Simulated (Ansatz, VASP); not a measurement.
# Two plane-wave programs on InO5

```
In O
1.0
     0.00000    3.10151    3.10151
     3.10151    0.00000    3.10151
     3.10151    3.10151    0.00000
In O
1 5
Direct
  0.00000 0.00000 0.00000
  0.37497 0.37497 0.87510
  0.37497 0.87510 0.37497
  0.87510 0.37497 0.37497
  0.37497 0.37497 0.37497
  0.75000 0.75000 0.75000
```

Change from the starting cell: species swapped into the ErCu5 type (F-43m, No. 216).

Alike in both runs: functional PBE; k mesh 4 × 4 × 4; occupations gaussian, width 0.1 eV; collinear spin.

Ansatz relaxed the structure, and its values are those at the end. VASP's run is a single point on that final structure, the one shown.

```csv
,VASP,Ansatz
version,VASP 6.6.1,Ansatz 0.2.0
potentials or method,"VASP PAW PBE potentials, release 64 (In_d, O)","scalar-relativistic, plane waves, PAW"
plane-wave cutoff (eV),520,420
valence electrons in the cell,43,43
```

```csv
,VASP,Ansatz,Ansatz less VASP
gap on the k mesh at the Fermi level (eV),none,none,-
pressure (GPa),-0.2,0.0,+0.19
net moment per atom (μB),0.76,0.76,0.000
size of the moment on the site where the two differ most (μB),1.02,1.19,+0.169
```

Site moments also hang on the region over which each program counts them. A gap of «none» marks a metal or a gap that the smearing closes.

Caveats: the k mesh is coarse (spacing up to 0.44 Å⁻¹), so the values aren't converged.
